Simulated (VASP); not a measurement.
A run of VASP 6.6.1 is set up as follows.

File INCAR:

```
ALGO = Normal
EDIFF = 1E-6
ENCUT = 520
GGA = PS
ISIF = 2
ISMEAR = -1
LASPH = T
LCHARG = T
LELF = T
LREAL = F
LVHAR = T
LWAVE = F
NBANDS = 11
NELM = 80
PREC = Accurate
SIGMA = 0.1
```

The input KPOINTS:

```
k-points
0
Gamma
  11 11 11
```

File POSCAR:

```
HCl
1.0
    0.0000000000      2.7199770000      2.7199770000
    2.7199770000      0.0000000000      2.7199770000
    2.7199770000      2.7199770000      0.0000000000
H Cl
1 1
Direct
    0.0000000000      0.0000000000      0.0000000000
    0.5000000000      0.5000000000      0.5000000000
```

Potentials or basis: VASP PAW PBE potentials, release 64 (H, Cl).

Run with:

```sh
$ cat potpaw_PBE.64/H/POTCAR potpaw_PBE.64/Cl/POTCAR > POTCAR
$ mpirun -np 1 vasp_std > vasp.out
```

Task: What does it give for the pressure?

Result: -10.5 GPa.

Task: Estimate the band gap on the k mesh.

Result: None (metal or under the smearing width).

Caveat: the PAW data sets were made with another functional, which shifts forces and pressure a little.
